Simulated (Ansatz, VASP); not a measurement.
**Two plane-wave programs on Bi**

```xyz
1
Lattice="-3.9169 3.9169 1.4878 3.9169 -3.9169 1.4878 3.9169 3.9169 -1.4878" Properties=species:S:1:pos:R:3 pbc="T T T"
Bi    0.0000    0.0000    0.0000
```

Change from the starting cell: strain -0.080 along x and y, +0.040 along z, atoms carried along.

Alike in both runs: task single point; functional PBE; dispersion D3(BJ); k mesh 10 × 10 × 10; occupations gaussian, width 0.05 eV; no spin polarisation.

```csv
,VASP,Ansatz
version,VASP 6.6.1,Ansatz 0.2.0
potentials or method,"VASP PAW PBE potentials, release 64 (Bi_d)","scalar-relativistic, plane waves, PAW"
plane-wave cutoff (eV),520,420
valence electrons in the cell,15,15
```

VASP gave:

```
gap on the k mesh at the Fermi level (eV)       : none
pressure (GPa)                                  : -1.1
largest component of the traceless stress (GPa) : 0.85
```

**Question.** What did Ansatz give for the same quantities?

**Answer.** gap on the k mesh at the Fermi level (eV): none; pressure (GPa): -1.0; largest component of the traceless stress (GPa): 0.86.

A gap of «none» marks a metal or a gap that the smearing closes.

Caveats: spin-orbit coupling is left out, which moves the levels of the heavy elements; pairwise dispersion overbinds metals, which lowers pressure and volume.
